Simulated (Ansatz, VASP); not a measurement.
# One calculation of ScAl3, two programs

```
Sc Al
1.0
    -2.04047    2.91546    3.12646
     2.04047   -2.91546    3.12646
     2.04047    2.91546   -3.12646
Sc Al
1 3
Direct
  0.50000 0.00000 0.50000
  0.69765 0.69765 0.00000
  0.30235 0.30235 0.00000
  0.00000 0.00000 0.00000
```

Alike in both runs: task single point; functional PBE; k mesh 6 × 6 × 6; occupations gaussian, width 0.1 eV; no spin polarisation.

|  | VASP | Ansatz |
| --- | --- | --- |
| version | VASP 6.6.1 | Ansatz 0.2.0 |
| potentials or method | VASP PAW PBE potentials, release 64 (Sc_sv, Al) | scalar-relativistic, plane waves, PAW |
| plane-wave cutoff (eV) | 520 | 420 |
| valence electrons in the cell | 20 | 20 |

Ansatz gave:

| Quantity | Value |
| --- | --- |
| gap on the k mesh at the Fermi level (eV) | none |
| rms of the force components (eV/Å) | 2.872 |

**Question.** Estimate VASP's values.

**Answer.** gap on the k mesh at the Fermi level (eV): none; rms of the force components (eV/Å): 2.874.

Atom by atom the forces differ by 0.002 eV/Å (rms over components). A gap of «none» marks a metal or a gap that the smearing closes.

Caveats: forces of over 1 eV/Å show positions far from the minimum, so gaps and moduli don't describe the material at rest.
